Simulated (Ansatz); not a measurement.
CsI (CsCl type)

```
CELL_PARAMETERS angstrom
      4.66692     0.00000     0.00000
      0.00000     4.66692     0.00000
      0.00000     0.00000     4.66692
ATOMIC_POSITIONS crystal
  Cs 0.00000 0.00000 0.00000
  I  0.50000 0.50000 0.50000
```

Method: PBE (plane waves to 420 eV, PAW, scalar-relativistic; Ansatz, a first-principles code). Harmonic phonons by density-functional perturbation theory on a 6×6×6 k mesh, in cm⁻¹; i marks imaginary ones, q is in fractions of the reciprocal vectors of the cell shown, and the three acoustic modes at Γ are left out. The non-analytic (LO-TO) term is not included, so polar modes at Γ have their transverse values. CsI was relaxed with its symmetry unable to fall. Spin-orbit coupling is left out, though I is heavy.

**Question.** Is the structure dynamically stable at Γ, X = (0.5, 0.0, 0.0), M = (0.5, 0.5, 0.0), R = (0.5, 0.5, 0.5)?

**Answer.** No imaginary mode at these points (lowest 27 cm⁻¹ at M = (0.5, 0.5, 0.0)); other wave vectors were not tested.

**Question.** Predict the phonon wavenumbers at Γ, X = (0.5, 0.0, 0.0), M = (0.5, 0.5, 0.0), R = (0.5, 0.5, 0.5).

**Answer.** 
```csv
q,wavenumbers (cm⁻¹)
Γ,47 (×3)
"X = (0.5, 0.0, 0.0)","30 (×2), 34 (×2), 62, 64"
"M = (0.5, 0.5, 0.0)","27, 29, 41 (×2), 56 (×2)"
"R = (0.5, 0.5, 0.5)","46 (×3), 52 (×3)"
```
